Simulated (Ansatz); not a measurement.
# TaN: the cost of one run

Program: Ansatz 0.2.0. Level of theory: DFT PBE, scalar-relativistic, plane waves, PAW. These are calculated values, not measurements.

5 further runs of the same task are left out: 5 set aside as unsound or not needed.

**1. The starting structure**

The structure is hexagonal, space group P-6m2 (No. 187). Conventional cell: a = 2.950 Å, b = 2.950 Å, c = 2.897 Å, α = 90.00°, β = 90.00°, γ = 120.00°. Ta (site symmetry -6m2) has 6 N at 2.24 Å as nearest neighbours. N (site symmetry -6m2) is surrounded by 6 Ta at 2.24 Å.

Structure file:

```xyz
2
Lattice="2.9505 0.0000 0.0000 -1.4752 2.5552 0.0000 0.0000 0.0000 2.8974" Properties=species:S:1:pos:R:3 pbc="T T T"
Ta    0.0000    1.7035    1.4487
N     0.0000    0.0000    0.0000
```

It is the result of an earlier relaxation at this level (volume 10.92 Å³/atom; gap on the mesh: none (metal)).

**2. The cell under 25 GPa**

What is minimised here is the enthalpy; the energy can go up as the cell is squeezed.

The input, input.yaml:

```yaml
crystal:
  lattice:
    - [2.9504707847, 0.0, 0.0]
    - [-1.4752353923, 2.5551826527, 0.0]
    - [0.0, 0.0, 2.8973536941]
  atoms:
    - { symbol: Ta, position: [0.3333333333, 0.6666666667, 0.5] }
    - { symbol: "N", position: [0.0, 0.0, 0.0] }
basis:
  ecutwfc: 420
kpoints:
  mp_grid: { grid: [18, 18, 14] }
hamiltonian:
  xc: pbe
scf:
  occupations: { method: fermi_dirac, width: 0.15 }
output:
  forces: true
  stress: true
  eigenvalues: true
  write_density: true
  write_potential: true
  elf: true
  volumetric_format: npy
relax:
  adjacent_minimum: "off"
  f_tol: 0.001
  max_steps: 60
  cell: { stress_tol: 0.02, p_target: 25.0 }
```

Command:

```
$ ansatz run input.yaml --threads 1 --pin off --max-ram 3072MiB --backend cpu --events-out ev --progress --plain --runs-dir out
```

Q: Estimate wall time and peak memory on 1 thread of AMD EPYC 9R45 (Zen 5), shared host.

About 25 s, with a peak of 0.5 GiB.
